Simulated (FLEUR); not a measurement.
# Al (Fm-3m) in FLEUR: notebook, part 2 of 2

FLEUR MaX-R8.1 (later development tree). Earlier steps stand in the parts before.

### Step 5. Equation of state, PW91, 16.60 Å³/atom

inp.xml

```xml
<?xml version="1.0" encoding="UTF-8" standalone="no"?>
<fleurInput fleurInputVersion="0.39">
   <comment>
      Al                                                                                                  
   </comment>
   <calculationSetup>
      <cutoffs Kmax="4.1" Gmax="12.7" GmaxXC="12.7" numbands="0"/>
      <scfLoop itmax="60" minDistance="0.00001" maxIterBroyd="15" imix="Anderson" alpha="0.05" precondParam="0.0" spinf="2.0" sdNocoIR="T"/>
      <coreElectrons ctail="T" frcor="F" kcrel="0" coretail_lmax="0"/>
      <xcFunctional name="pw91" relativisticCorrections="F"/>
      <magnetism jspins="1"/>
      <soc l_soc="F" theta="0.0" phi="0.0" spav="F"/>
      <expertModes spex="0" secvar="F"/>
      <geometryOptimization l_f="F" forcealpha="1.0" forcemix="BFGS" epsdisp="0.00001" epsforce="0.00001"/>
      <ldaU l_linMix="F" mixParam="0.05" spinf="1.0"/>
   </calculationSetup>
   <cell>
      <bzIntegration valenceElectrons="11.0" mode="hist" fermiSmearingEnergy="0.00183747">
         <kPointListSelection listName="default-1"/>
         <!-- k-points included here -->
         <xi:include xmlns:xi="http://www.w3.org/2001/XInclude" href="kpts.xml"> </xi:include>
      </bzIntegration>
      <!-- symmetry operations included here -->
      <xi:include xmlns:xi="http://www.w3.org/2001/XInclude" href="sym.xml"> </xi:include>
      <bulkLattice scale="1.0000000000">
         <bravaisMatrix>
            <row-1>    0.0000000000000000     3.8263269057207032     3.8263269057207032</row-1>
            <row-2>    3.8263269057207032     0.0000000000000000     3.8263269057207032</row-2>
            <row-3>    3.8263269057207032     3.8263269057207032     0.0000000000000000</row-3>
         </bravaisMatrix>
      </bulkLattice>
   </cell>
   <atomSpecies>
      <species name="Aluminum (Al)" element="Al" atomicNumber="13">
         <mtSphere radius="2.45" gridPoints="829" logIncrement="0.014"/>
         <atomicCutoffs lmax="10" lnonsphr="8"/>
         <electronConfig flipSpins="F">
            <coreConfig>(1s1/2)</coreConfig>
            <valenceConfig>(2s1/2) (2p1/2) (2p3/2) (3s1/2) (3p1/2) (3p3/2)</valenceConfig>
            <stateOccupation state="(3p1/2)" spinUp="0.166667" spinDown="0.166667"/>
            <stateOccupation state="(3p3/2)" spinUp="0.333333" spinDown="0.333333"/>
         </electronConfig>
         <energyParameters s="3" p="3" d="3" f="4"/>
         <lo type="SCLO" l="0" n="2" eDeriv="0"/>
         <lo type="SCLO" l="1" n="2" eDeriv="0"/>
         <lo type="SCLO" l="2" n="3" eDeriv="2"/>
         <lo type="SCLO" l="3" n="4" eDeriv="2"/>
      </species>
   </atomSpecies>
   <atomGroups>
      <atomGroup species="Aluminum (Al)">
         <relPos label="                   1">.0000000000 .0000000000 .0000000000</relPos>
         <force calculate="T" relaxXYZ="TTT"/>
      </atomGroup>
   </atomGroups>
   <output dos="F" band="F" slice="F">
      <checks vchk="F" cdinf="F"/>
      <bandDOS minEnergy="-.5*Htr" maxEnergy="0.5*Htr" sigma="0.015" storeEVData="T"/>
      <vacuumDOS vacdos="F" integ="F" star="F" nstars="0" locx1="0.0" locy1="0.0" locx2="0.0" locy2="0.0" nstm="0" tworkf="0.0"/>
      <unfoldingBand unfoldBand="F" supercellX="1" supercellY="1" supercellZ="1"/>
      <plotting iplot="0" polar="F">
         <plot TwoD="T" vec1="  1.0  0.0  0.0" vec2="  0.0  1.0  0.0" vec3="  0.0  0.0  1.0" zero="  0.0  0.0  0.0" file="plot"/>
      </plotting>
      <chargeDensitySlicing numkpt="0" minEigenval="0.0" maxEigenval="0.0" nnne="0" pallst="F"/>
      <specialOutput eonly="F"/>
      <moessbauerParams electricFieldGradient="T" isomerShift="T" coreHyperfine="T" valenceHyperfine="T"/>
      <magneticCircularDichroism mcd="F" energyLo="-10.0" energyUp="0.0"/>
   </output>
  <!-- We include the file relax.xml here to enable relaxations (see documentation) -->
  <xi:include xmlns:xi="http://www.w3.org/2001/XInclude" href="relax.xml"> <xi:fallback/> </xi:include>
</fleurInput>
```

Run with:

```bash
$ inpgen -f crystal.txt -profile fastHighL
$ # inp.xml edited to the form shown
$ fleur_MPI
```

It took 7.5 s on 1 thread of Arm Neoverse V1, shared host; peak memory 0.09 GiB.

The run converged. Its results:

| Quantity | Value |
| --- | --- |
| Free energy | -6610.6919 eV |
| Band gap on the k mesh | none (metal or under the smearing width) |
| Valence electrons inside the program's atomic spheres | Al 9.71 (radii Al 2.45 bohr) |

### Step 6. Equation of state, PW91, 17.27 Å³/atom (volume scaled by 1.04)

inp.xml: that of step 5 with these lines changed.

```diff
@@ -24,3 +24,3 @@
       <xi:include xmlns:xi="http://www.w3.org/2001/XInclude" href="sym.xml"> </xi:include>
-      <bulkLattice scale="1.0000000000">
+      <bulkLattice scale="1.0131594038">
          <bravaisMatrix>
```

Potentials or basis: all-electron, FLAPW.

Run with:

```bash
$ inpgen -f crystal.txt -profile fastHighL
$ # inp.xml edited to the form shown
$ fleur_MPI
```

Run time: 7.8 s. Hardware: 1 thread of Arm Neoverse V1, shared host; peak memory 0.09 GiB.

The run converged. Its results:

- Free energy: -6610.6860 eV
- Band gap on the k mesh: none (metal or under the smearing width)
- Valence electrons inside the program's atomic spheres: Al 9.66 (radii Al 2.45 bohr)

### Step 7. Equation of state, PW91, 17.60 Å³/atom (volume scaled by 1.06)

inp.xml: that of step 6 with these lines changed.

```diff
@@ -24,3 +24,3 @@
       <xi:include xmlns:xi="http://www.w3.org/2001/XInclude" href="sym.xml"> </xi:include>
-      <bulkLattice scale="1.0131594038">
+      <bulkLattice scale="1.0196128224">
          <bravaisMatrix>
```

Run with:

```bash
$ inpgen -f crystal.txt -profile fastHighL
$ # inp.xml edited to the form shown
$ fleur_MPI
```

Wall time 7.9 s (1 thread of Arm Neoverse V1, shared host); peak memory 0.09 GiB.

It converged, with:

- Free energy: -6610.6792 eV
- Band gap on the k mesh: none (metal or under the smearing width)
- Valence electrons inside the program's atomic spheres: Al 9.64 (radii Al 2.45 bohr)

### Step 8. Equation of state, PW91

No new run: the results of the series are fitted here.

What came out:

```yaml
Equilibrium_volume: 16.60 Å³/atom
Bulk_modulus: 75 GPa
Pressure_derivative_of_the_bulk_modulus: "4.5 (rough: it moves with the points fitted)"
```

Energy against volume, from the lowest point:
```tsv
volume (Å³/atom)	energy (meV/atom)
15.607	15.71
15.939	6.71
16.603	0.00
17.267	5.85
17.599	12.69
```

### Step 9. Against experiment

Step 8. A measured bulk modulus of Al is 76.9 GPa (quoted in “The interpretation of polycrystalline coherent inelastic neutron scattering from aluminium”, 2013, pmc:3831299); the calculated 75 GPa misses it by -1.9 %. The fit is for a static lattice scaled at fixed shape and fixed fractional positions. The cell as given is a measured one (16.60 Å³/atom); PW91 puts the equilibrium volume +0.0 % from it, thermal expansion not counted.
